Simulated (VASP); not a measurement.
# Co in VASP: a series of runs

The runs below take Co through relaxation of the atoms, with PBE, PBE+D2.

Program: VASP 6.6.1. These are calculated values, not measurements. Logs are shortened: lines on timing, memory, paths and dates and some standing lists are left out, and cuts for length are marked.

### 1 The structure

The cell holds a slab with vacuum, 5 atoms: a = 2.487 Å, b = 2.487 Å, c = 23.127 Å, α = 90.00°, β = 90.00°, γ = 120.00°.

The slab is cut from a database's or a generator's crystal, which needn't be the stable form of the element.

### 2 Relaxation of the atoms, PBE, collinear spin, ferromagnetic start

File INCAR:

```
SYSTEM = Co
PREC = Accurate
ENCUT = 520
EDIFF = 1E-6
ISMEAR = -1
SIGMA = 0.05
LREAL = .False.
LASPH = .True.
NELM = 150
ALGO = Normal
ISIF = 2
LWAVE = .False.
LCHARG = .False.
ISPIN = 2
MAGMOM = 2 2 2 2 2
LORBIT = 11
LMAXMIX = 4
LDIPOL = .True.
IDIPOL = 3
DIPOL = 0.5 0.5 0.499
GGA = PE
IBRION = 2
NSW = 60
EDIFFG = -0.005
```

File KPOINTS:

```
regular mesh
0
Gamma
  9 9 1
  0 0 0
```

File POSCAR:

```
Co
1.0
    2.4873648738      0.0000000000      0.0000000000
   -1.2436824369      2.1541211692      0.0000000000
    0.0000000000      0.0000000000     23.1265790068
Co
5
Selective dynamics
Direct
    0.6666666700      0.3333333400      0.3243021805  F F F
    0.3333333300      0.6666666600      0.4086859779  F F F
    0.6666666700      0.3333333400      0.5000000000  T T T
    0.3333333300      0.6666666600      0.5843837973  T T T
    0.6666666700      0.3333333400      0.6756978195  T T T
```

Potentials or basis: VASP PAW PBE potentials, release 64 (Co).

On the command line:

```console
$ cat potpaw_PBE.64/Co/POTCAR > POTCAR
$ mpirun -np 1 vasp_std > vasp.out
```

OUTCAR:

```text
SYSTEM = Co
   PREC = Accurate
   ENCUT = 520
   EDIFF = 1E-6
   ISMEAR = -1
   LREAL = .False.
   LASPH = .True.
   NELM = 150
   ISIF = 2
   ISPIN = 2
   LORBIT = 11
   GGA = PE
   IBRION = 2
   NSW = 60
   EDIFFG = -0.005

 ion  position               nearest neighbor table
   1  0.667  0.333  0.324-   2 2.42   2 2.42   2 2.42
   2  0.333  0.667  0.409-   1 2.42   1 2.42   1 2.42   3 2.55   3 2.55   3 2.55
   3  0.667  0.333  0.500-   4 2.42   4 2.42   4 2.42   2 2.55   2 2.55   2 2.55
   4  0.333  0.667  0.584-   3 2.42   3 2.42   3 2.42   5 2.55   5 2.55   5 2.55
   5  0.667  0.333  0.676-   4 2.55   4 2.55   4 2.55

  LATTYP: Found a hexagonal cell.
 ALAT       =     2.4873648738
 C/A-ratio  =     9.2976222549

  Lattice vectors:

 A1 = (   2.4873648738,   0.0000000000,   0.0000000000)
 A2 = (  -1.2436824369,   2.1541211692,   0.0000000000)
 A3 = (   0.0000000000,   0.0000000000,  23.1265790068)

Analysis of symmetry for initial positions (statically):
=====================================================================
 Subroutine PRICEL returns:
 Original cell was already a primitive cell.

 Routine SETGRP: Setting up the symmetry group for a
 hexagonal supercell.

 Subroutine GETGRP returns: Found  6 space group operations
 (whereof  6 operations were pure point group operations)
 out of a pool of 24 trial point group operations.

The static configuration has the point symmetry C_3v.

Analysis of symmetry for dynamics (positions and initial velocities):
=====================================================================
 Subroutine PRICEL returns:
 Original cell was already a primitive cell.

 Routine SETGRP: Setting up the symmetry group for a
 hexagonal supercell.

 Subroutine GETGRP returns: Found  6 space group operations
 (whereof  6 operations were pure point group operations)
 out of a pool of 24 trial point group operations.

The dynamic configuration has the point symmetry C_3v.

Analysis of constrained symmetry for selective dynamics:
=====================================================================
 Subroutine PRICEL returns:
 Original cell was already a primitive cell.

 Routine SETGRP: Setting up the symmetry group for a
 hexagonal supercell.

 Subroutine GETGRP returns: Found  6 space group operations
 (whereof  6 operations were pure point group operations)
 out of a pool of 24 trial point group operations.

The constrained configuration has the point symmetry C_3v.

Analysis of structural, dynamic, and magnetic symmetry:
=====================================================================
 Subroutine PRICEL returns:
 Original cell was already a primitive cell.

 Routine SETGRP: Setting up the symmetry group for a
 hexagonal supercell.

 Subroutine GETGRP returns: Found  6 space group operations
 (whereof  6 operations were pure point group operations)
 out of a pool of 24 trial point group operations.

The overall configuration has the point symmetry C_3v.

 Subroutine INISYM returns: Found  6 space group operations
 (whereof  6 operations are pure point group operations),
 and found     1 'primitive' translations

----------------------------------------------------------------------------------------

                                     Primitive cell

  volume of cell :     123.9142

  direct lattice vectors                    reciprocal lattice vectors
     2.487364874  0.000000000  0.000000000     0.402031889  0.232113220  0.000000000
    -1.243682437  2.154121169  0.000000000     0.000000000  0.464226439  0.000000000
     0.000000000  0.000000000 23.126579007     0.000000000  0.000000000  0.043240291

  length of vectors
     2.487364874  2.487364874 23.126579007     0.464226439  0.464226439  0.043240291

  position of ions in fractional coordinates (direct lattice)
     0.666666670  0.333333340  0.324302180
     0.333333330  0.666666660  0.408685978
     0.666666670  0.333333340  0.500000000
     0.333333330  0.666666660  0.584383797
     0.666666670  0.333333340  0.675697820

  ion indices of the primitive-cell ions
   primitive index   ion index
                 1           1
                 2           2
                 3           3
                 4           4
[... 49 lines left out ...]
   NGXF,Y,Z  is equivalent  to a cutoff of  24.06, 24.06, 25.88 a.u.
 SYSTEM =  Co
   PREC   = accura    normal or accurate (medium, high low for compatibility)
   ISTART =      0    job   : 0-new  1-cont  2-samecut
   ICHARG =      2    charge: 1-file 2-atom 10-const
   ISPIN  =      2    spin polarized calculation?
   LNONCOLLINEAR =      F non collinear calculations
   LSORBIT =      F    spin-orbit coupling
   LASPH  =      T    aspherical Exc in radial PAW
   ENCUT  =  520.0 eV  38.22 Ry    6.18 a.u.   4.62  4.62 43.00*2*pi/ulx,y,z
   NELM   =    150;   NELMIN=  2; NELMDL= -5     # of ELM steps
   EDIFF  = 0.1E-05   stopping-criterion for ELM
   LREAL  =      F    real-space projection
   EDIFFG = -.5E-02   stopping-criterion for IOM
   NSW    =     60    number of steps for IOM
   IBRION =      2    ionic relax: 0-MD 1-quasi-New 2-CG
   NFREE  =      1    steps in history (QN), initial steepest desc. (CG)
   ISIF   =      2    stress and relaxation
   ISYM   =      2    0-nonsym 1-usesym 2-fastsym
   POTIM  = 0.5000    time-step for ionic-motion
   TEBEG  =    0.0;   TEEND  =   0.0 temperature during run
   PSTRESS=    0.0 pullay stress
   NELECT =      45.0000    total number of electrons
   NUPDOWN=      -1.0000    fix difference up-down
   EMIN   =  10.00;   EMAX   =-10.00  energy-range for DOS
   EFERMI =   0.00;   METHOD = LEGACY
   ISMEAR =    -1;   SIGMA  =   0.05  broadening in eV -4-tet -1-fermi 0-gaus
   EFERMI_NEDOS =   21; number of points for ismear=-14 and -15
   IALGO  =     38    algorithm
   IMIX   =      4    mixing-type and parameters
     AMIX     =   0.40;   BMIX     =  1.00
     AMIX_MAG =   1.60;   BMIX_MAG =  1.00
  volume/ion in A,a.u.               =      24.78       167.24
  Fermi-wavevector in a.u.,A,eV,Ry     =   1.167989  2.207179 18.561037  1.364198
  Thomas-Fermi vector in A             =   2.304482
   LORBIT       =     11    0 simple, 1 ext, 2 COOP (PROOUT), +10 PAW based schemes
   GGA     = PE    functional components
   LHFCALC =     F    Hartree Fock is set to
   AEXX    =    0.0000 exact exchange contribution
   IVDW    =     0    specifies the selected vdW correction
   LEPSILON=     F    determine dielectric tensor
   LRPA    =     F    only Hartree local field effects (RPA)
 conjugate gradient relaxation of ions
 spin polarized calculation
  energy-cutoff  :      520.00
  volume of cell :      123.91
 maximum number of plane-waves:      3368
   NGX =  9   NGY =  9   NGZ = 87

--------------------------------------- Ionic step        1  -------------------------------------------

 number of electron      45.0000000 magnetization      10.0000000

 number of electron      45.0000013 magnetization       8.0728871

 Free energy of the ion-electron system (eV)
  ---------------------------------------------------
  ext. energy  EPLUGINS =         0.00000000
  ---------------------------------------------------
  free energy    TOTEN  =       -33.69550613 eV

  energy without entropy =      -33.65140119  energy(sigma->0) =      -33.67345366

------------------------ aborting loop because EDIFF is reached ----------------------------------------

  FORCE on cell =-STRESS in cart. coord.  units (eV):
  Direction    XX          YY          ZZ          XY          YZ          ZX
  --------------------------------------------------------------------------------------
  -------------------------------------------------------------------------------------
  Total       -2.1427930     -2.1427930     -1.3057549      0.0000000     -0.0000000      0.0000000
  in kB      -27.7057415    -27.7057415    -16.8830624      0.0000000     -0.0000000      0.0000000
  external PRESSURE =     -24.0981818 kB  Pullay stress =       0.0000000 kB
[... 102 lines left out ...]
  energy  without entropy=      -33.7190863628  energy(sigma->0) =      -33.73953239

 vacuum level on the upper side and lower side of the slab       (xc-potential included)        -0.001        -0.024

[... ionic steps 4 to 14 ...]

--------------------------------------- Ionic step       15  -------------------------------------------

 number of electron      45.0000013 magnetization       8.0014211

------------------------ aborting loop because EDIFF is reached ----------------------------------------
[... 69 lines left out ...]
  FREE ENERGIE OF THE ION-ELECTRON SYSTEM (eV)
  ---------------------------------------------------
  free  energy   TOTEN  =       -33.7708066379 eV

  energy  without entropy=      -33.7292916080  energy(sigma->0) =      -33.75004912

 dipolmoment           0.000000      0.000000     -0.000286 electrons x Angstroem

--------------------------------------- Ionic step       17  -------------------------------------------

 number of electron      45.0000013 magnetization       8.0013669

 dipolmoment           0.000000      0.000000      0.000117 electrons x Angstroem

 Free energy of the ion-electron system (eV)
  ---------------------------------------------------
  ext. energy  EPLUGINS =         0.00000000
  ---------------------------------------------------
  free energy    TOTEN  =       -33.77081329 eV

  energy without entropy =      -33.72929319  energy(sigma->0) =      -33.75005324

 E-fermi :   1.8097     XC(G=0):  -6.6678

 val. band max:        1.7777302366   @ k =   0.2222   0.1111   0.0000
 cond. band min:       1.8229030850   @ k =   0.4444   0.1111   0.0000
 fundamental gap:      0.0451728484
 Fermi energy:         1.8097409789

 spin component 1

 k-point     1 :       0.0000    0.0000    0.0000
  band No.  band energies     occupation
      1      -6.8399      1.00000
      2      -5.9702      1.00000
      3      -4.6093      1.00000
      4      -3.6214      1.00000
      5      -3.3633      1.00000
      6      -1.0287      1.00000
[... 409 lines left out ...]
     31       7.9070      0.00000
     32       8.0038      0.00000
 Fermi energy:         1.8097409789

 spin component 2

 k-point     1 :       0.0000    0.0000    0.0000
  band No.  band energies     occupation
      1      -6.8568      1.00000
      2      -5.9722      1.00000
      3      -4.5125      1.00000
      4      -3.1608      1.00000
      5      -2.5537      1.00000
      6       0.3603      1.00000
[... 443 lines left out ...]
  FREE ENERGIE OF THE ION-ELECTRON SYSTEM (eV)
  ---------------------------------------------------
  free  energy   TOTEN  =       -33.7708132926 eV

  energy  without entropy=      -33.7292931915  energy(sigma->0) =      -33.75005324

 reached required accuracy - stopping structural energy minimisation

 vacuum level on the upper side and lower side of the slab         6.675         6.677

 total charge

# of ion       s       p       d       tot
------------------------------------------
    1        0.488   0.414   7.250   8.152
    2        0.489   0.530   7.282   8.301
    3        0.488   0.514   7.271   8.273
    4        0.488   0.529   7.281   8.298
    5        0.488   0.412   7.249   8.148
--------------------------------------------------
tot          2.441   2.399  36.332  41.172

 magnetization (x)

# of ion       s       p       d       tot
------------------------------------------
    1       -0.011  -0.043   1.735   1.681
    2       -0.019  -0.059   1.671   1.593
    3       -0.013  -0.054   1.611   1.544
    4       -0.019  -0.059   1.672   1.593
    5       -0.011  -0.043   1.736   1.683
--------------------------------------------------
tot         -0.073  -0.257   8.425   8.094
```

Run time: 18 min. Hardware: 1 thread of Intel Xeon 6975P-C (Granite Rapids), shared host; peak memory 0.3 GiB.

Results:

| Quantity | Value |
| --- | --- |
| Free energy | -33.7708 eV |
| Energy gained by relaxing | 15.1 meV/atom |
| Ionic steps | 17 |
| Band gap on the k mesh | none (metal or under the smearing width) |
| Net moment | 8.00 μB per cell |
| Site moments | Co +1.68, +1.59, +1.54 μB |
| Valence electrons inside the program's atomic spheres | Co 8.15, 8.30, 8.27 |

The path:
```csv
step,energy change (eV),largest force (eV/Å),pressure (GPa)
1,0.0000,0.8932,-2.41
2,-0.0517,0.4087,-2.39
3,-0.0645,0.1853,-2.17
4,-0.0645,0.1867,-2.19
5,-0.0665,0.1994,-2.09
6,-0.0684,0.2199,-1.91
7,-0.0685,0.2278,-1.84
8,-0.0704,0.2128,-1.78
9,-0.0714,0.1914,-1.70
10,-0.0730,0.1566,-1.62
11,-0.0750,0.0668,-1.43
12,-0.0751,0.0427,-1.38
13,-0.0751,0.0436,-1.33
14,-0.0753,0.0443,-1.29
15,-0.0753,0.0468,-1.28
16,-0.0753,0.0453,-1.29
17,-0.0753,0.0461,-1.29
```

Final structure:
```
CELL_PARAMETERS angstrom
2.48736 0.00000 0.00000
-1.24368 2.15412 0.00000
0.00000 0.00000 23.12658
ATOMIC_POSITIONS crystal
Co 0.66667 0.33333 0.32430
Co 0.33333 0.66667 0.40869
Co 0.66667 0.33333 0.49656
Co 0.33333 0.66667 0.58434
Co 0.66667 0.33333 0.66900
```

### 3 Relaxation of the atoms, PBE+D2, collinear spin, ferromagnetic start

Edit INCAR of step 2 so:

```diff
@@ -21,2 +21,3 @@
 GGA = PE
+IVDW = 1
 IBRION = 2
```

KPOINTS is that of step 2.

POSCAR is that of step 2.

Potentials or basis: VASP PAW PBE potentials, release 64 (Co).

On the command line:

```console
$ cat potpaw_PBE.64/Co/POTCAR > POTCAR
$ mpirun -np 1 vasp_std > vasp.out
```

OUTCAR:

```text
SYSTEM = Co
   PREC = Accurate
   ENCUT = 520
   EDIFF = 1E-6
   ISMEAR = -1
   LREAL = .False.
   LASPH = .True.
   NELM = 150
   ISIF = 2
   ISPIN = 2
   LORBIT = 11
   GGA = PE
   IVDW = 1
   IBRION = 2
   NSW = 60
   EDIFFG = -0.005
  IVDW =   1

 ion  position               nearest neighbor table
   1  0.667  0.333  0.324-   2 2.42   2 2.42   2 2.42
   2  0.333  0.667  0.409-   1 2.42   1 2.42   1 2.42   3 2.55   3 2.55   3 2.55
   3  0.667  0.333  0.500-   4 2.42   4 2.42   4 2.42   2 2.55   2 2.55   2 2.55
   4  0.333  0.667  0.584-   3 2.42   3 2.42   3 2.42   5 2.55   5 2.55   5 2.55
   5  0.667  0.333  0.676-   4 2.55   4 2.55   4 2.55

  LATTYP: Found a hexagonal cell.
 ALAT       =     2.4873648738
 C/A-ratio  =     9.2976222549

  Lattice vectors:

 A1 = (   2.4873648738,   0.0000000000,   0.0000000000)
 A2 = (  -1.2436824369,   2.1541211692,   0.0000000000)
[... 457 lines left out ...]
      1      -6.9426      1.00000
      2      -6.0007      1.00000
      3      -4.6204      1.00000
      4      -3.6416      1.00000
      5      -3.4223      1.00000
      6      -0.9962      1.00000
[... 409 lines left out ...]
     31       7.9070      0.00000
     32       8.0112      0.00000
 Fermi energy:         1.8019819067

 spin component 2

 k-point     1 :       0.0000    0.0000    0.0000
  band No.  band energies     occupation
      1      -6.9564      1.00000
      2      -5.9987      1.00000
      3      -4.5144      1.00000
      4      -3.1617      1.00000
      5      -2.5927      1.00000
      6       0.4366      1.00000
[... 449 lines left out ...]
  FREE ENERGIE OF THE ION-ELECTRON SYSTEM (eV)
  ---------------------------------------------------
  free  energy   TOTEN  =       -35.5889223195 eV

  energy  without entropy=      -35.5497113761  energy(sigma->0) =      -35.56931685

 reached required accuracy - stopping structural energy minimisation

 vacuum level on the upper side and lower side of the slab         6.544         6.551

 total charge

# of ion       s       p       d       tot
------------------------------------------
    1        0.489   0.414   7.249   8.152
    2        0.495   0.543   7.292   8.329
    3        0.499   0.537   7.293   8.330
    4        0.497   0.548   7.296   8.341
    5        0.492   0.419   7.256   8.166
--------------------------------------------------
tot          2.472   2.460  36.386  41.318

 magnetization (x)

# of ion       s       p       d       tot
------------------------------------------
    1       -0.011  -0.042   1.737   1.685
    2       -0.020  -0.059   1.662   1.583
    3       -0.014  -0.055   1.571   1.503
    4       -0.020  -0.059   1.658   1.579
    5       -0.011  -0.042   1.730   1.677
--------------------------------------------------
tot         -0.075  -0.257   8.358   8.026
```

It took 21 min on 1 thread of Intel Xeon 6975P-C (Granite Rapids), shared host; peak memory 0.32 GiB.

What came out:

- Free energy: -35.5889 eV
- Energy gained by relaxing: 25.2 meV/atom
- Ionic steps: 22
- Band gap on the k mesh: none (metal or under the smearing width)
- Net moment: 7.95 μB per cell
- Site moments: Co +1.69, +1.58, +1.50, +1.68 μB
- Valence electrons inside the program's atomic spheres: Co 8.15, 8.33, 8.34, 8.17
- Dispersion energy per atom: -0.368 eV

Step by step:
```csv
step,energy change (eV),largest force (eV/Å),pressure (GPa)
1,0.0000,0.7731,-5.51
2,-0.0551,0.5887,-5.43
3,-0.0739,0.2738,-5.08
4,-0.0740,0.2803,-5.11
5,-0.0812,0.2635,-4.95
6,-0.0951,0.3430,-4.41
7,-0.0839,0.5786,-3.14
8,-0.0976,0.3989,-4.08
9,-0.1036,0.2847,-4.03
10,-0.1136,0.3679,-3.81
11,-0.1141,0.4052,-3.74
12,-0.1218,0.2382,-3.60
13,-0.1258,0.1547,-3.37
14,-0.1263,0.1528,-3.31
15,-0.1263,0.1525,-3.30
16,-0.1263,0.1527,-3.30
17,-0.1263,0.1538,-3.28
18,-0.1263,0.1547,-3.28
19,-0.1263,0.1545,-3.28
20,-0.1263,0.1550,-3.27
21,-0.1263,0.1541,-3.25
22,-0.1262,0.1549,-3.22
```

Final structure:
```cif
data_structure
_symmetry_space_group_name_H-M 'P 1'
_symmetry_Int_Tables_number 1
_cell_length_a 2.4874
_cell_length_b 2.4874
_cell_length_c 23.1266
_cell_angle_alpha 90.000
_cell_angle_beta 90.000
_cell_angle_gamma 120.000
_cell_volume 123.91
loop_
_atom_site_label
_atom_site_type_symbol
_atom_site_fract_x
_atom_site_fract_y
_atom_site_fract_z
_atom_site_occupancy
Co1 Co 0.66667 0.33333 0.32430 1
Co2 Co 0.33333 0.66667 0.40869 1
Co3 Co 0.66667 0.33333 0.49409 1
Co4 Co 0.33333 0.66667 0.57963 1
Co5 Co 0.66667 0.33333 0.66302 1
```

Caveat: atom-pairwise D2, TS and ULG terms overbind metals.
